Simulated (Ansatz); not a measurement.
Relaxed MgF$_{2}$ (rutile):

```
MgF2
1.0
    4.69838     0.00000     0.00000
    0.00000     4.69838     0.00000
    0.00000     0.00000     3.09284
Mg F
2 4
Direct
  0.00000   0.00000   0.00000
  0.50000   0.50000   0.50000
  0.30358   0.30358   0.00000
  0.80358   0.19642   0.50000
  0.19642   0.80358   0.50000
  0.69642   0.69642   0.00000
```

In each cell atom 6 (F, nearest neighbour Mg at 2.017 Å; its periodic images, 3.1 Å or more away, move with it) moves by s·(1.000, 0.000, 0.000) (along Cartesian x), the rest being held.

All values below come from PBE (plane waves to 420 eV, PAW, scalar-relativistic; Ansatz, a first-principles code). k mesh 6×6×9 (Γ-centred), Fermi-Dirac smearing 0.05 eV. The energy includes the smearing's −TS. MgF2 was relaxed with its symmetry unable to fall. ΔE is measured from the undisplaced structure.

| s (Å) | ΔE (meV/cell) |
|---|---|
| -0.200 | 132.5 |
| -0.160 | 85.5 |
| -0.120 | 48.4 |
| -0.080 | 21.7 |
| -0.040 | 5.5 |
| 0.000 | 0.0 |
| 0.040 | 5.6 |
| 0.080 | 22.4 |
| 0.120 | 50.9 |
| 0.160 | 91.4 |
| 0.200 | 144.1 |

Q: What force constant k = d²E/ds² at s = 0 does the table give?

A: 6.9 eV/Å². It is the second difference of the nearest points, corrected with the next pair.

Q: With k = 6.89 eV/Å² from the forces, is the well harmonic out to s = 0.200 Å?

A: ½ks² = 137.8 meV/cell against the computed 144.1 meV/cell, so the well is close to harmonic there.

(A displaced cell: forces are minus the slopes of the energy, force constants its curvatures, and phonons follow from these.)
